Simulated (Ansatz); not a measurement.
# SrO: the cost of one run

Computed with Ansatz 0.2.0 (DFT PBE, scalar-relativistic, plane waves, PAW, unless a step's input says otherwise).

## (1) Starting point

Symmetry: Fm-3m, No. 225, cubic system. Conventional cell: a = 5.140 Å, b = 5.140 Å, c = 5.140 Å, α = 90.00°, β = 90.00°, γ = 90.00°. Sr (site symmetry m-3m) is surrounded by 6 O at 2.57 Å. Around O (site symmetry m-3m) lie 6 Sr at 2.57 Å.

Structure file:

```
CELL_PARAMETERS angstrom
0.00000 2.56980 2.56980
2.56980 0.00000 2.56980
2.56980 2.56980 0.00000
ATOMIC_POSITIONS crystal
Sr 0.00000 0.00000 0.00000
O 0.50000 0.50000 0.50000
```

Source of the structure: the Crystallography Open Database.

## (6) Plan of the scan

The energy is mapped over two normal modes frozen in (zone-centre modes of the cell shown, which folds in the wave vector (0, 0, 1/2) of the primitive cell).

The axes are (1) amplitude of mode 6 (190 cm⁻¹), largest displacement: 5 values from −0.155 Å; (2) amplitude of mode 10 (257 cm⁻¹), largest displacement: 5 values from −0.278 Å.

Nothing else is relaxed (the cell and all other modes fixed). Energies count from the relaxed high-symmetry cell. Points are written as (first, second).

The patterns, per unit of each coordinate (Å):

```csv
atom,x1,y1,z1,x2,y2,z2
Sr1,-0.183,0.000,0.000,0.000,0.000,0.000
Sr2,-0.183,0.000,0.000,0.000,0.000,0.000
O3,1.000,0.000,0.000,0.778,-0.604,0.174
O4,1.000,0.000,0.000,-0.778,0.604,-0.174
```

(The set-up runs are not shown.)

## (7) Point (−0.155 Å, 0.000 Å)

Contents of input.yaml:

```yaml
crystal:
  lattice:
    - [0.0, -2.5975079636, -2.5975079636]
    - [-2.5975079636, 0.0, -2.5975079636]
    - [2.5975079636, 2.5975079636, -5.1950159271]
  atoms:
    - { symbol: Sr, position: [0.0027239831, -0.0081719493, 0.0027239831] }
    - { symbol: Sr, position: [0.5027239831, 0.4918280507, 0.5027239831] }
    - { symbol: O, position: [0.7350818552, 0.7947544345, 0.7350818552] }
    - { symbol: O, position: [0.2350818552, 0.2947544345, 0.2350818552] }
basis:
  ecutwfc: 520.0
kpoints:
  mp_grid: { grid: [9, 9, 8] }
hamiltonian:
  xc: pbe
scf:
  occupations: { method: gaussian, width: 0.05 }
output:
  forces: true
  stress: true
  eigenvalues: true
```

The run is started by

```bash
ansatz run input.yaml --threads 1 --pin off --max-ram 2048MiB --backend cpu --events-out ev --progress --plain --runs-dir out
```

What time and memory should one allow on 1 thread of Arm Neoverse V1, shared host?

About 55 s, with a peak of 0.78 GiB.
